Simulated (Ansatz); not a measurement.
KI: one input, then a changed one

The cell is COD entry 9009735, as deposited and not checked against the literature; nothing was relaxed.

First run: DFT, LDA, all-electron LAPW, scalar-relativistic (Ansatz 0.2.0).

Command: `ansatz run input.yaml --threads 1 --pin off --max-ram 2048MiB --backend cpu --events-out ev --progress --plain --runs-dir out` The run took 5.3 s on 1 thread of Arm Neoverse V2 (shared host), peak memory 0.25 GiB.

```yaml
crystal:
  lattice:
    - [0.0, 3.52455, 3.52455]
    - [3.52455, 0.0, 3.52455]
    - [3.52455, 3.52455, 0.0]
  atoms:
    - { symbol: K, position: [0.0, 0.0, 0.0] }
    - { symbol: I, position: [0.5, 0.5, 0.5] }
kpoints:
  mp_grid: { grid: [8, 8, 8] }
  band_path:
    path:
      - [0.0, 0.0, 0.0]
      - [0.5, 0.0, 0.5]
      - [0.625, 0.25, 0.625]
      - [0.375, 0.375, 0.75]
      - [0.0, 0.0, 0.0]
      - [0.5, 0.5, 0.5]
      - [0.5, 0.25, 0.75]
      - [0.5, 0.0, 0.5]
    npoints: 5
scf:
  occupations: { method: fermi_dirac, width: 0.01 }
hamiltonian:
  xc: lda
  pseudopotentials: { kind: all_electron, lapw: { basis_error: 0.001 } }
output:
  forces: true
  stress: true
  eigenvalues: true
```

Result: converged; pressure -1.25 GPa; gap on the k mesh 3.62 eV; 6 SCF iterations.

No spin–orbit coupling, which matters for the heavy atoms here.

The input is then changed:

```diff
@@ -21,5 +21,5 @@
     npoints: 5
 scf:
-  occupations: { method: fermi_dirac, width: 0.01 }
+  occupations: { method: tetrahedron_uncorrected }
 hamiltonian:
   xc: lda
@@ -29,3 +29,5 @@
   stress: true
   eigenvalues: true
+basis:
+  xc_grid: 3
```

Question: Predict the outcome of the changed run.

Answer: It converged; energy at zero smearing 0.0 meV/atom from the first run; pressure -1.25 GPa; gap on the k mesh 3.62 eV; 6 SCF iterations.

The results part of its log:

```
SCF 1 converged in 6 iterations: F = -209831.130554 eV  dr2 = 8.01e-9
NSCF: frozen V_eff on 36 k-points
SCF converged after 6 iterations
Free energy (F): -209831.130554 eV
Harris-Foulkes:  -209831.130554 eV  (|F-HF|=1.57e-8)
Internal energy: -209831.130554 eV  (E = F + TS)
E sigma→0 (E₀):  -209831.130554 eV
Fermi energy:    2.946903 eV
--- Per-component energies (eV) ---
  E_band       = -1541.871017
  E_kinetic    = 221170.187688
  E_xc         = -5649.665256
  E_electrostatic = -425351.652986  (all electrons and nuclei)
  E_smearing   = -0.000000  (= −TS)
  E_closure    = 0.000000  (closes the sum)
  E_atoms      = -209824.999614  (free atoms, spherical and without spin; not in F)
  Σ components = -209831.130554   (vs F -209831.130554, Δ=0.00e0)
  Basis errors (estimates in eV, not in F): energy 3.5e-4 per atom: plane waves 3.3e-4 (1.8e-4 summed), levels above the bands 0.0e0, relativity 1.3e-9, radial functions 2.9e-5, core shells 5.3e-8; eigenvalues (radial functions only) 2.5e-6; not estimated: angular momenta, meshes, grids; target (lapw.basis_error) 1.0e-3; muffin-tin radii K 1.728 Å, I 1.796 Å
--- Forces (eV/Å), atoms counted from 1 ---
  atom   1  K     -0.00000000     0.00000000     0.00000000
  atom   2  I      0.00000000    -0.00000000     0.00000000
  max |Σ_I F_I| component: 4.27e-31 eV/Å
--- Stress (GPa, compression-positive) ---
       -1.246916       0.000000       0.000000
        0.000000      -1.246916      -0.000000
        0.000000      -0.000000      -1.246916
  P = ⅓ Tr σ = -1.2469 GPa (-12.469 kbar)
--- Band table (eV; the first three rows and the last of 29) ---
  k-point 0: bands = ["-169.4938", "-116.6868", "-116.6868", "-116.6868", "-39.7716", "-39.7716", "-39.7686", "-39.7686", "-39.7686", "-25.2254", "-8.9093", "-8.9093", "-8.9093", "-7.6842", "2.9469", "2.9469", "2.9469", "6.5676", "9.2439", "9.2439", "9.2439"]
  k-point 1: bands = ["-169.4938", "-116.6868", "-116.6868", "-116.6868", "-39.7716", "-39.7716", "-39.7686", "-39.7686", "-39.7686", "-25.2250", "-8.9405", "-8.9096", "-8.9096", "-7.6342", "2.6660", "2.8896", "2.8896", "6.9699", "9.1619", "9.4145", "9.4145"]
  k-point 2: bands = ["-169.4938", "-116.6868", "-116.6868", "-116.6868", "-39.7716", "-39.7716", "-39.7686", "-39.7686", "-39.7686", "-25.2242", "-9.0080", "-8.9106", "-8.9106", "-7.5204", "2.1309", "2.7587", "2.7587", "7.7101", "9.2956", "9.8624", "9.8624"]
  k-point 28: bands = ["-169.4938", "-116.6868", "-116.6868", "-116.6868", "-39.7716", "-39.7716", "-39.7686", "-39.7686", "-39.7685", "-25.2222", "-8.9726", "-8.9451", "-8.9451", "-7.4670", "2.1810", "2.1810", "2.3095", "9.1902", "9.1902", "9.3615", "10.8861"]
```
